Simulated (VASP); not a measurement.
Write the native input for VASP 6.6.1 that does the following.

| Item | Value |
| --- | --- |
| Task | single point |
| Functional | r2SCAN |
| Potentials or basis | VASP PAW PBE potentials, release 64 (Cs_sv) |
| Cutoff | 520 eV |
| k mesh | 6 × 6 × 6 |
| Occupations | gaussian, width 0.1 eV |
| Spin | no spin polarisation |
| Dipole correction | no |
| Further INCAR settings | ALGO = Normal; EDIFF = 1e-06; NBANDS = 10 |

The system is Cs.

```
Cs
1.0
    -2.75008    2.75008    4.09724
     2.75008   -2.75008    4.09724
     2.75008    2.75008   -4.09724
Cs
1
Direct
  0.00000 0.00000 0.00000
```

This isn't the form of Cs at room conditions, which is bcc.

These files were run (other wordings do the same):

POSCAR

```
Cs
1.0
   -2.7500754600      2.7500754600      4.0972389800
    2.7500754600     -2.7500754600      4.0972389800
    2.7500754600      2.7500754600     -4.0972389800
Cs
1
Direct
    0.0000000000      0.0000000000      0.0000000000
```

INCAR.step1

```
SYSTEM = Cs
ALGO = Normal
EDIFF = 1E-4
ENCUT = 520
GGA = PE
ISMEAR = 0
LASPH = .TRUE.
LCHARG = .FALSE.
LREAL = .FALSE.
LWAVE = .TRUE.
NBANDS = 10
NELM = 60
PREC = Accurate
SIGMA = 0.1
```

INCAR.step2

```
SYSTEM = Cs
ALGO = Normal
EDIFF = 1E-6
ENCUT = 520
ISIF = 2
ISMEAR = 0
ISTART = 1
LASPH = .TRUE.
LCHARG = .FALSE.
LMIXTAU = .TRUE.
LREAL = .FALSE.
LWAVE = .FALSE.
METAGGA = R2SCAN
NBANDS = 10
NELM = 60
PREC = Accurate
SIGMA = 0.1
```

KPOINTS

```
k-points
0
G
  6 6 6
  0 0 0
```

Potentials or basis: VASP PAW PBE potentials, release 64 (Cs_sv).

Command:

```bash
$ cat potpaw_PBE.64/Cs_sv/POTCAR > POTCAR
$ cp INCAR.step1 INCAR
$ mpirun -np 1 vasp_std > vasp.out
$ cp INCAR.step2 INCAR
$ mpirun -np 1 vasp_std > vasp.out
```

Results of the run:

```yaml
Pressure: 0.0 GPa
Band_gap_on_the_k_mesh: none (metal or under the smearing width)
```

Caveat: the PAW data sets were made with another functional, which shifts forces and pressure a little.

Run time: 2.3 min on 1 thread of Intel(R) Xeon(R) Platinum 8488C (Sapphire Rapids), with other jobs on the host, peak memory 0.29 GiB.
